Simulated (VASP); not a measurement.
# MgS (Fm-3m) in VASP: notebook

The runs below take MgS through relaxation of cell and atoms, with PBEsol, RPBE.

Program: VASP 6.6.1. These are calculated values, not measurements. Logs are shortened: lines on timing, memory, paths and dates and some standing lists are left out, and cuts for length are marked.

### 1 Starting point

Symmetry: Fm-3m, No. 225, cubic system. The conventional cell has a = 5.209 Å, b = 5.209 Å, c = 5.209 Å, α = 90.00°, β = 90.00°, γ = 90.00°. Around Mg (site symmetry m-3m) lie 6 S at 2.60 Å. S (site symmetry m-3m) has 6 Mg at 2.60 Å as nearest neighbours.

The cell is a database's computed one.

### 2 Relaxation of cell and atoms, PBEsol

File INCAR:

```
  PREC = Accurate
  ENCUT = 580
  EDIFF = 1E-7
  ISMEAR = 0
  SIGMA = 0.02
  LREAL = F
  LASPH = T
  NELM = 60
  ALGO = Normal
  ISIF = 3
  LWAVE = F
  LCHARG = F
  GGA = PS
  IBRION = 2
  NSW = 90
  EDIFFG = -0.005
```

File KPOINTS:

```
regular mesh
0
Gamma
  8 8 8
```

File POSCAR:

```
MgS
1.0
    0.0000000000      2.6043975600      2.6043975600
    2.6043975600      0.0000000000      2.6043975600
    2.6043975600      2.6043975600      0.0000000000
Mg S
1 1
Direct
    0.0000000000      0.0000000000      0.0000000000
    0.5000000000      0.5000000000      0.5000000000
```

Potentials or basis: VASP PAW PBE potentials, release 64 (Mg, S).

Run with:

```console
$ cat potpaw_PBE.64/Mg/POTCAR potpaw_PBE.64/S/POTCAR > POTCAR
$ mpirun -np 1 vasp_std > vasp.out
```

OUTCAR:

```text
PREC = Accurate
   ENCUT = 580
   EDIFF = 1E-7
   ISMEAR = 0
   LREAL = F
   LASPH = T
   NELM = 60
   ISIF = 3
   GGA = PS
   IBRION = 2
   NSW = 90
   EDIFFG = -0.005

 ion  position               nearest neighbor table
   1  0.000  0.000  0.000-   2 2.60   2 2.60   2 2.60   2 2.60   2 2.60   2 2.60
   2  0.500  0.500  0.500-   1 2.60   1 2.60   1 2.60   1 2.60   1 2.60   1 2.60

  LATTYP: Found a face centered cubic cell.
 ALAT       =     5.2087951200

  Lattice vectors:

 A1 = (   0.0000000000,   2.6043975600,   2.6043975600)
 A2 = (   2.6043975600,   0.0000000000,   2.6043975600)
 A3 = (   2.6043975600,   2.6043975600,   0.0000000000)

Analysis of symmetry for initial positions (statically):
=====================================================================
 Subroutine PRICEL returns:
 Original cell was already a primitive cell.

 Routine SETGRP: Setting up the symmetry group for a
 face centered cubic supercell.

 Subroutine GETGRP returns: Found 48 space group operations
 (whereof 48 operations were pure point group operations)
 out of a pool of 48 trial point group operations.

The static configuration has the point symmetry O_h .

Analysis of symmetry for dynamics (positions and initial velocities):
=====================================================================
 Subroutine PRICEL returns:
 Original cell was already a primitive cell.

 Routine SETGRP: Setting up the symmetry group for a
 face centered cubic supercell.

 Subroutine GETGRP returns: Found 48 space group operations
 (whereof 48 operations were pure point group operations)
 out of a pool of 48 trial point group operations.

The dynamic configuration has the point symmetry O_h .

 Subroutine INISYM returns: Found 48 space group operations
 (whereof 48 operations are pure point group operations),
 and found     1 'primitive' translations

----------------------------------------------------------------------------------------

                                     Primitive cell

  volume of cell :      35.3307

  direct lattice vectors                    reciprocal lattice vectors
     0.000000000  2.604397560  2.604397560    -0.191982978  0.191982978  0.191982978
     2.604397560  0.000000000  2.604397560     0.191982978 -0.191982978  0.191982978
     2.604397560  2.604397560  0.000000000     0.191982978  0.191982978 -0.191982978

  length of vectors
     3.683174351  3.683174351  3.683174351     0.332524272  0.332524272  0.332524272

  position of ions in fractional coordinates (direct lattice)
     0.000000000  0.000000000  0.000000000
     0.500000000  0.500000000  0.500000000

  ion indices of the primitive-cell ions
   primitive index   ion index
                 1           1
                 2           2

----------------------------------------------------------------------------------------

 KPOINTS: regular mesh

Automatic generation of k-mesh.
 Grid dimensions read from file:
 generate k-points for:    8    8    8

 Generating k-lattice:

  Cartesian coordinates                     Fractional coordinates (reciprocal lattice)
    -0.023997872  0.023997872  0.023997872     0.125000000  0.000000000  0.000000000
     0.023997872 -0.023997872  0.023997872     0.000000000  0.125000000  0.000000000
     0.023997872  0.023997872 -0.023997872     0.000000000  0.000000000  0.125000000

  Length of vectors
     0.041565534  0.041565534  0.041565534

  Shift w.r.t. Gamma in fractional coordinates (k-lattice)
     0.000000000  0.000000000  0.000000000

 Subroutine IBZKPT returns following result:
 ===========================================

 Found     29 irreducible k-points:

 Following reciprocal coordinates:
            Coordinates               Weight
  0.000000  0.000000  0.000000      1.000000
  0.125000  0.000000  0.000000      8.000000
  0.250000  0.000000  0.000000      8.000000
  0.375000  0.000000  0.000000      8.000000
  0.500000  0.000000  0.000000      4.000000
  0.125000  0.125000  0.000000      6.000000
[... 16 lines left out ...]
  0.500000  0.250000  0.125000     48.000000
 -0.375000  0.250000  0.125000     24.000000
 [... further k-points ...]
   k-points           NKPTS =     29   k-points in BZ     NKDIM =     29   number of bands    NBANDS=      8
   number of dos      NEDOS =    301   number of ions     NIONS =      2
   total plane-waves  NPLWV =  27000
   dimension x,y,z NGX =    30 NGY =   30 NGZ =   30
   dimension x,y,z NGXF=    60 NGYF=   60 NGZF=   60
   ions per type =               1   1
   NGX,Y,Z   is equivalent  to a cutoff of  13.54, 13.54, 13.54 a.u.
   NGXF,Y,Z  is equivalent  to a cutoff of  27.08, 27.08, 27.08 a.u.
 SYSTEM =  unknown system
   PREC   = accura    normal or accurate (medium, high low for compatibility)
   ISTART =      0    job   : 0-new  1-cont  2-samecut
   ICHARG =      2    charge: 1-file 2-atom 10-const
   ISPIN  =      1    spin polarized calculation?
   LNONCOLLINEAR =      F non collinear calculations
   LSORBIT =      F    spin-orbit coupling
   LASPH  =      T    aspherical Exc in radial PAW
   ENCUT  =  580.0 eV  42.63 Ry    6.53 a.u.   7.23  7.23  7.23*2*pi/ulx,y,z
   NELM   =     60;   NELMIN=  2; NELMDL= -5     # of ELM steps
   EDIFF  = 0.1E-06   stopping-criterion for ELM
   LREAL  =      F    real-space projection
   EDIFFG = -.5E-02   stopping-criterion for IOM
   NSW    =     90    number of steps for IOM
   IBRION =      2    ionic relax: 0-MD 1-quasi-New 2-CG
   NFREE  =      1    steps in history (QN), initial steepest desc. (CG)
   ISIF   =      3    stress and relaxation
   ISYM   =      2    0-nonsym 1-usesym 2-fastsym
   POTIM  = 0.5000    time-step for ionic-motion
   TEBEG  =    0.0;   TEEND  =   0.0 temperature during run
   PSTRESS=    0.0 pullay stress
   NELECT =       8.0000    total number of electrons
   NUPDOWN=      -1.0000    fix difference up-down
   EMIN   =  10.00;   EMAX   =-10.00  energy-range for DOS
   EFERMI =   0.00;   METHOD = LEGACY
   ISMEAR =     0;   SIGMA  =   0.02  broadening in eV -4-tet -1-fermi 0-gaus
   EFERMI_NEDOS =   21; number of points for ismear=-14 and -15
   IALGO  =     38    algorithm
   IMIX   =      4    mixing-type and parameters
     AMIX     =   0.40;   BMIX     =  1.00
     AMIX_MAG =   1.60;   BMIX_MAG =  1.00
  volume/ion in A,a.u.               =      17.67       119.21
  Fermi-wavevector in a.u.,A,eV,Ry     =   0.997825  1.885615 13.546695  0.995654
  Thomas-Fermi vector in A             =   2.130007
   LORBIT       =      0    0 simple, 1 ext, 2 COOP (PROOUT), +10 PAW based schemes
   GGA     = PS    functional components
   LHFCALC =     F    Hartree Fock is set to
   AEXX    =    0.0000 exact exchange contribution
   IVDW    =     0    specifies the selected vdW correction
   LEPSILON=     F    determine dielectric tensor
   LRPA    =     F    only Hartree local field effects (RPA)
 conjugate gradient relaxation of ions
 non-spin polarized calculation
 Gauss-broadening in eV      SIGMA  =   0.02
  energy-cutoff  :      580.00
  volume of cell :       35.33
 maximum number of plane-waves:      1139
 NGX is ok and might be reduce to    30
   NGX = 15   NGY = 15   NGZ = 15

--------------------------------------- Ionic step        1  -------------------------------------------

 number of electron       7.9999999 magnetization

 Free energy of the ion-electron system (eV)
  ---------------------------------------------------
  ext. energy  EPLUGINS =         0.00000000
  ---------------------------------------------------
  free energy    TOTEN  =        -9.07287324 eV

  energy without entropy =       -9.07287324  energy(sigma->0) =       -9.07287324

------------------------ aborting loop because EDIFF is reached ----------------------------------------

  FORCE on cell =-STRESS in cart. coord.  units (eV):
  Direction    XX          YY          ZZ          XY          YZ          ZX
  --------------------------------------------------------------------------------------
  -------------------------------------------------------------------------------------
  Total       -0.2974040     -0.2974040     -0.2974040      0.0000000      0.0000000      0.0000000
  in kB      -13.4866944    -13.4866944    -13.4866944      0.0000000      0.0000000      0.0000000
  external PRESSURE =     -13.4866944 kB  Pullay stress =       0.0000000 kB
[... 57 lines left out ...]
  energy  without entropy=       -9.0753968736  energy(sigma->0) =       -9.07539687

--------------------------------------- Ionic step        3  -------------------------------------------

 number of electron       8.0000000 magnetization

 Free energy of the ion-electron system (eV)
  ---------------------------------------------------
  ext. energy  EPLUGINS =         0.00000000
  ---------------------------------------------------
  free energy    TOTEN  =        -9.07552667 eV

  energy without entropy =       -9.07552667  energy(sigma->0) =       -9.07552667

 E-fermi :   3.9593     XC(G=0):  -9.8969

 val. band max:        3.8061040804   @ k =   0.0000   0.0000   0.0000
 cond. band min:       6.5403873616   @ k =   0.5000   0.5000   0.0000
 fundamental gap:      2.7342832812
 Fermi energy:         3.9592744204

 k-point     1 :       0.0000    0.0000    0.0000
  band No.  band energies     occupation
      1      -8.9613      2.00000
      2       3.8061      2.00000
      3       3.8061      2.00000
      4       3.8061      2.00000
      5       7.5139      0.00000
      6      11.6507      0.00000
      7      11.6507      0.00000
      8      11.6507      0.00000
[... 243 lines left out ...]
 k-point    24 :      -0.3750    0.2500    0.1250
  band No.  band energies     occupation
      1      -7.3922      2.00000
      2      -0.6316      2.00000
      3       1.5845      2.00000
      4       2.6098      2.00000
      5       9.3437      0.00000
      6       9.8258      0.00000
      7      12.1985      0.00000
      8      13.2077      0.00000

 [... further k-points ...]

------------------------ aborting loop because EDIFF is reached ----------------------------------------

  FORCE on cell =-STRESS in cart. coord.  units (eV):
  Direction    XX          YY          ZZ          XY          YZ          ZX
  --------------------------------------------------------------------------------------
  -------------------------------------------------------------------------------------
  Total        0.0003750      0.0003750      0.0003750      0.0000000      0.0000000     -0.0000000
  in kB        0.0173083      0.0173083      0.0173083      0.0000000      0.0000000     -0.0000000
  external PRESSURE =       0.0173083 kB  Pullay stress =       0.0000000 kB
[... 17 lines left out ...]
  FREE ENERGIE OF THE ION-ELECTRON SYSTEM (eV)
  ---------------------------------------------------
  free  energy   TOTEN  =        -9.0755266663 eV

  energy  without entropy=       -9.0755266663  energy(sigma->0) =       -9.07552667

 reached required accuracy - stopping structural energy minimisation
```

Wall time 28 s (1 thread of Intel Xeon Platinum 8488C (Sapphire Rapids), shared host); peak memory 0.18 GiB.

What came out:

| Property | Result |
| --- | --- |
| Free energy | -9.0755 eV |
| Relaxed volume | 17.36 Å³/atom |
| Relaxed cell | a = 3.661 Å, b = 3.661 Å, c = 3.661 Å, α = 60.00°, β = 60.00°, γ = 60.00° |
| Space group after relaxing (to 0.05 Å) | Fm-3m (No. 225) |
| Energy gained by relaxing | 1.3 meV/atom |
| Ionic steps | 3 |
| Pressure after relaxing | 0.0 GPa |
| Band gap on the k mesh | 2.73 eV, indirect (least direct gap 3.71 eV) |

Step by step:
```
step  energy change (eV)  largest force (eV/Å)  pressure (GPa)  volume (Å³)
   1              0.0000                0.0000           -1.35        35.33
   2             -0.0025                0.0000            0.31        34.58
   3             -0.0027                0.0000            0.00        34.71
```

Final structure:
```
Mg S
1.0
     0.00000    2.58906    2.58906
     2.58906    0.00000    2.58906
     2.58906    2.58906    0.00000
Mg S
1 1
Direct
  0.00000 0.00000 0.00000
  0.50000 0.50000 0.50000
```

Levels at points of the mesh, in eV from the valence-band top:
```csv
k point,band 2,band 3,band 4,band 5,band 6,band 7
"(0.00, 0.00, 0.00)",0.00,0.00,0.00,3.71,7.84,7.84
"(0.50, 0.00, 0.00)",-4.97,-0.62,-0.62,4.42,6.84,6.84
"(0.50, 0.50, 0.00)",-4.34,-1.74,-1.74,2.73,4.20,12.01
```

Caveat: the PAW data sets were made with another functional, which shifts forces and pressure a little. A k mesh can miss the band edges.

### 3 Relaxation of cell and atoms, RPBE

Edit INCAR of step 2 so:

```diff
@@ -1,3 +1,3 @@
   PREC = Accurate
-  ENCUT = 580
+  ENCUT = 600
   EDIFF = 1E-7
@@ -12,3 +12,3 @@
   LCHARG = F
-  GGA = PS
+  GGA = RP
   IBRION = 2
```

KPOINTS is that of step 2.

POSCAR is that of step 2.

Potentials or basis: VASP PAW PBE potentials, release 64 (Mg, S).

Run with:

```console
$ cat potpaw_PBE.64/Mg/POTCAR potpaw_PBE.64/S/POTCAR > POTCAR
$ mpirun -np 1 vasp_std > vasp.out
```

It took 30 s on 1 thread of Intel Xeon Platinum 8488C (Sapphire Rapids), shared host; peak memory 0.18 GiB.

It converged, with:

| Quantity | Value |
| --- | --- |
| Free energy | -7.9758 eV |
| Relaxed volume | 18.31 Å³/atom |
| Relaxed cell | a = 3.728 Å, b = 3.728 Å, c = 3.728 Å, α = 60.00°, β = 60.00°, γ = 60.00° |
| Space group after relaxing (to 0.05 Å) | Fm-3m (No. 225) |
| Energy gained by relaxing | 5.3 meV/atom |
| Ionic steps | 3 |
| Pressure after relaxing | 0.0 GPa |
| Band gap on the k mesh | 2.83 eV, indirect (least direct gap 3.57 eV) |

The path:
| step | energy change (eV) | largest force (eV/Å) | pressure (GPa) | volume (Å³) |
| --- | --- | --- | --- | --- |
| 1 | 0.0000 | 0.0000 | 2.72 | 35.33 |
| 2 | -0.0103 | 0.0000 | -0.49 | 36.89 |
| 3 | -0.0107 | 0.0000 | 0.01 | 36.63 |

Final structure:
```yaml
crystal:
  lattice:
    - [0.00000, 2.63583, 2.63583]
    - [2.63583, 0.00000, 2.63583]
    - [2.63583, 2.63583, 0.00000]
  atoms:
    - { symbol: Mg, position: [0.00000, 0.00000, 0.00000] }
    - { symbol: S, position: [0.50000, 0.50000, 0.50000] }
```

Levels at points of the mesh, in eV from the valence-band top:
| k point | band 1 | band 2 | band 3 | band 4 | band 5 | band 6 | band 7 | band 8 |
| --- | --- | --- | --- | --- | --- | --- | --- | --- |
| (0.00, 0.00, 0.00) | -12.44 | 0.00 | 0.00 | 0.00 | 3.57 | 8.02 | 8.02 | 8.02 |
| (0.50, 0.00, 0.00) | -11.24 | -4.58 | -0.54 | -0.54 | 4.59 | 6.93 | 6.93 | 9.86 |
| (0.50, 0.50, 0.00) | -10.90 | -3.96 | -1.58 | -1.58 | 2.83 | 4.57 | 11.74 | 12.71 |

Caveat: the PAW data sets were made with another functional, which shifts forces and pressure a little.
